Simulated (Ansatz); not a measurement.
**simple cubic against fcc along group 14**

Level of theory: Ansatz 0.2.0, DFT, r2SCAN, plane waves (500 eV) with PAW, scalar-relativistic. (PAW data from PBE, frozen cores regenerated.)

Each structure is relaxed within its symmetry, in the lowest magnetic state of the tried starts. Differences under about 8 meV lie within the error of the k-point mesh.

| element | E(simple cubic) − E(fcc) (meV/atom) | V(simple cubic) (Å³/atom) | V(fcc) (Å³/atom) | state of simple cubic | state of fcc |
| --- | --- | --- | --- | --- | --- |
| C | -1906 | 5.54 | 7.42 | spin not included | spin not included |
| Si | -261 | 16.05 | 13.73 | spin not included | spin not included |
| Ge | -225 | 19.28 | 18.95 | spin not included | spin not included |
| Sn | -101 | 28.43 | 27.33 | spin not included | spin not included |
| Pb | 128 | 33.10 | 31.05 | spin not included | spin not included |
